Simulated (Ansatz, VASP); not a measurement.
**KI: VASP beside Ansatz**

INCAR

```
SYSTEM = KI
PREC = Accurate
ENCUT = 600
EDIFF = 1E-6
ISMEAR = -1
SIGMA = 0.05
LREAL = .FALSE.
LASPH = .TRUE.
NELM = 80
ALGO = Fast
ISIF = 3
LWAVE = .FALSE.
LCHARG = .FALSE.
GGA = PE
IBRION = 2
NSW = 40
EDIFFG = -0.005
```

Contents of KPOINTS:

```
regular mesh
0
G
  7 7 7
  0 0 0
```

POSCAR

```
KI
1.0
    0.0000000000      3.5327750000      3.5327750000
    3.5327750000      0.0000000000      3.5327750000
    3.5327750000      3.5327750000      0.0000000000
I K
1 1
Direct
    0.5000000000      0.5000000000      0.5000000000
    0.0000000000      0.0000000000      0.0000000000
```

input.yaml

```yaml
crystal:
  lattice:
    - [0.0, 3.532775, 3.532775]
    - [3.532775, 0.0, 3.532775]
    - [3.532775, 3.532775, 0.0]
  atoms:
    - { symbol: I, position: [0.5, 0.5, 0.5] }
    - { symbol: K, position: [0.0, 0.0, 0.0] }
hamiltonian:
  xc: pbe
  pseudopotentials: { kind: paw }
kpoints:
  mp_grid: { grid: [7, 7, 7] }
scf:
  occupations: { method: fermi_dirac, width: 0.05 }
output:
  forces: true
  stress: true
  eigenvalues: true
relax:
  f_tol: 0.01
  max_steps: 40
  cell: { stress_tol: 0.05 }
```

Alike in both runs: task relaxation of cell and atoms; functional PBE; k mesh 7 × 7 × 7; occupations fermi-dirac, width 0.05 eV; no spin polarisation.

```csv
,VASP,Ansatz
version,VASP 6.6.1,Ansatz 0.2.0
potentials or method,"VASP PAW PBE potentials, release 64 (I, K_sv)",Ansatz PAW
plane-wave cutoff (eV),600,420
valence electrons in the cell,16,26
```

Ansatz gave:

* gap on the k mesh at the Fermi level, each at its own relaxed structure (eV): 3.86
* relaxed volume (Å³/atom): 46.20
* relaxed cell length with the largest relative difference (Å): 5.074
* energy change over the relaxation (meV/atom): -4

Question: Which values does VASP return?

Answer: gap on the k mesh at the Fermi level, each at its own relaxed structure (eV): 3.85; relaxed volume (Å³/atom): 46.42; relaxed cell length with the largest relative difference (Å): 5.083; energy change over the relaxation (meV/atom): -4.

The two sets of potentials don't hold the same shells in valence.

Caveats: spin-orbit coupling is left out, which moves the levels of the heavy elements; an odd mesh through Γ misses points on the zone boundary, where band edges often lie (VASP); odd divisions of the mesh miss points on the zone boundary, where band edges often lie, so the gap on the mesh can be too wide (Ansatz); the plane-wave basis is chosen anew once the cell has moved, so the energies of steps on either side of that aren't comparable (Ansatz). Zero-point motion and thermal expansion aren't in these numbers.
